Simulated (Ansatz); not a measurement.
# BaTiO3: equation of state

An exercise on one series of results from a longer session: the logs are not shown, and one member is left open.

Computed with Ansatz 0.2.0 (DFT PBE, scalar-relativistic, unless a step's input says otherwise).

### The structure to begin with

The structure is trigonal, space group R3m (No. 160). Conventional cell: a = 5.655 Å, b = 5.655 Å, c = 6.953 Å, α = 90.00°, β = 90.00°, γ = 120.00°. Ba (site symmetry 3m) has 12 O at 2.79 to 2.88 Å as nearest neighbours. Ti (site symmetry 3m) is surrounded by 6 O at 1.88 to 2.14 Å. Around O (site symmetry m) lie 2 Ti at 1.88 to 2.14 Å.

Structure file:

```
Ba Ti O
1.0
     2.82767    1.63255    2.31773
    -2.82767    1.63255    2.31773
     0.00000   -3.26511    2.31773
Ba Ti O
1 1 3
Direct
  0.00000 0.00000 0.00000
  0.51400 0.51400 0.51400
  0.49160 0.49160 0.98150
  0.49160 0.98150 0.49160
  0.98150 0.49160 0.49160
```

Atoms are numbered in the order of the input: Ba1, Ti2, O3, O4, O5.

The first run:

The input, input.yaml:

```yaml
crystal:
  lattice:
    - [2.7894517409, 1.6104907135, 2.2864070707]
    - [-2.7894517409, 1.6104907135, 2.2864070707]
    - [0.0, -3.220981427, 2.2864070707]
  atoms:
    - { symbol: Ba, position: [0.0, 0.0, 0.0] }
    - { symbol: Ti, position: [0.514, 0.514, 0.514] }
    - { symbol: O, position: [0.4916, 0.4916, 0.9815] }
    - { symbol: O, position: [0.4916, 0.9815, 0.4916] }
    - { symbol: O, position: [0.9815, 0.4916, 0.4916] }
kpoints:
  mp_grid: { grid: [9, 9, 9] }
  band_path:
    path:
      - [0.0, 0.0, 0.0]
      - [0.5, 0.5, 0.5]
      - [0.5025694503, 0.4974305497, 0.5]
      - [0.5, -0.4974305497, 0.4974305497]
      - [0.5, 0.0, 0.0]
      - [0.0, 0.0, 0.0]
      - [0.4987152749, -0.4987152749, 0.0]
      - [0.5012847251, 0.0, 0.4987152749]
      - [0.5, 0.0, 0.5]
    npoints: 5
scf:
  occupations: { method: fermi_dirac, width: 0.05 }
hamiltonian:
  xc: pbe
  pseudopotentials: { kind: all_electron, lapw: { basis_error: 0.001 } }
output:
  forces: true
  stress: true
  eigenvalues: true
```

Launch:

```sh
> ansatz run input.yaml --threads 2 --pin off --max-ram 6144MiB --backend cpu --events-out ev --progress --plain --runs-dir out
```

Steps of the session up to this table: Volume × 0.96, LAPW; Volume × 0.96, PAW; Volume × 0.96, crystal datasets; Volume × 0.99, LAPW; Volume × 0.99, PAW; Volume × 0.99, crystal datasets; Volume × 1.02, LAPW; Volume × 1.02, PAW; Volume × 1.02, crystal datasets; Volume × 1.06, LAPW; Volume × 1.06, PAW; Volume × 1.06, crystal datasets.

One of the session's tables, all rows but one given; the rest of the session is left out.

It belongs to the step «Fits». 

```
          method  volume (Å³/atom)  pressure (GPa)  gap on the k mesh (eV)  largest force (eV/Å)
            LAPW            12.326           12.98                    2.55                 0.500
            LAPW            12.711            6.84                    2.46                 0.247
            LAPW            13.096            1.60                    2.38                 0.140
            LAPW            13.610           -4.20                    2.28                 0.506
             PAW            12.326           13.00                    2.55                 0.505
             PAW            12.711               ?                       ?                     ?
             PAW            13.096            1.61                    2.39                 0.139
             PAW            13.610           -4.20                    2.29                 0.507
crystal datasets            12.326           12.98                    2.55                 0.501
crystal datasets            12.711            6.84                    2.46                 0.248
crystal datasets            13.096            1.60                    2.38                 0.139
crystal datasets            13.610           -4.20                    2.28                 0.505
```

Q: Estimate the row for PAW, 12.711 from the others.

As computed: pressure (GPa): 6.85; gap on the k mesh (eV): 2.47; largest force (eV/Å): 0.249. In the column «pressure (GPa)» it lies between crystal datasets, 12.711 (6.84) and LAPW, 12.326 (12.98).

Caveats from the session: Shape and positions are held, so a fully relaxed modulus can be lower. Warnings in the runs' records: gradients without spin orbit, crystal datasets made.
